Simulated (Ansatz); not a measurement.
SiO₂ — quadrupolar parameters

The cell is a Materials Project structure (computed, not necessarily an observed phase), atoms as given.

```cif
data_SiO2
_symmetry_space_group_name_H-M 'P-4n2'
_symmetry_Int_Tables_number 118
_cell_length_a 6.8576
_cell_length_b 6.8576
_cell_length_c 7.0331
_cell_angle_alpha 90.000
_cell_angle_beta 90.000
_cell_angle_gamma 90.000
loop_
_atom_site_label
_atom_site_type_symbol
_atom_site_symmetry_multiplicity
_atom_site_Wyckoff_symbol
_atom_site_fract_x
_atom_site_fract_y
_atom_site_fract_z
Si Si 8 i 0.2058 0.4510 0.9492
O9 O 8 i 0.1569 0.8180 0.5832
O12 O 4 h 0.0000 0.5000 0.0503
O13 O 4 g 0.1608 0.3392 0.7500
```

One atom of each set is listed.

The numbers come from a DFT calculation in Ansatz (PBE, plane waves and PAW (field gradients read without the response of the frozen cores, which leaves them typically 4 to 6 % off), scalar-relativistic, 420 eV cutoff, Γ-centred 4×4×3 k-points, Fermi–Dirac smearing 0.02 eV).

C_Q = eQV_zz/h, which is 24.18 MHz for Q = 1 b and V_zz = 10²¹ V/m²; η = (V_xx − V_yy)/V_zz. ν_Q = 3|C_Q|/[2I(2I − 1)].

17O: I = 5/2, Q = -25.58 mb. Q values from Pyykkö, Mol. Phys. 116, 1328 (2018).

Q: What field gradients does the calculation give at each kind of site?

A: 

```json
{"site": "O9", "atoms": "8", "first shell": "2 Si at 1.61–1.62 Å, angle 134°", "C_Q (MHz)": "-5.83", "η": "0.33", "ν_Q (MHz)": "0.874"}
{"site": "O12", "atoms": "4", "first shell": "2 Si at 1.62 Å, angle 128°", "C_Q (MHz)": "-5.53", "η": "0.37", "ν_Q (MHz)": "0.829"}
{"site": "O13", "atoms": "4", "first shell": "2 Si at 1.63 Å, angle 157°", "C_Q (MHz)": "-6.48", "η": "0.05", "ν_Q (MHz)": "0.972"}
```

At O9 and O12 V_zz runs parallel to the line that joins its two neighbours (within 3°) in each case. At O13 V_zz points along the line of its two bonds (within 3°).

Si has no stable isotope with a ground-state quadrupole moment in the table, so these sites are left out.

At this cell the principal stresses reach 5 GPa in size with PBE, which can matter for small gradients. The largest force is 0.4 eV/Å, so the atoms aren't at the calculated equilibrium and relaxing them would move these values.

The run took 26 s of wall time (26 s of CPU time) and 0.69 GiB at its peak, on 1 thread of Intel Xeon Platinum 8488C (Sapphire Rapids) (x86_64; 16 cores open to the job, memory cap 3.0 GiB, no GPU), a shared host with a load of 0.2 a core.
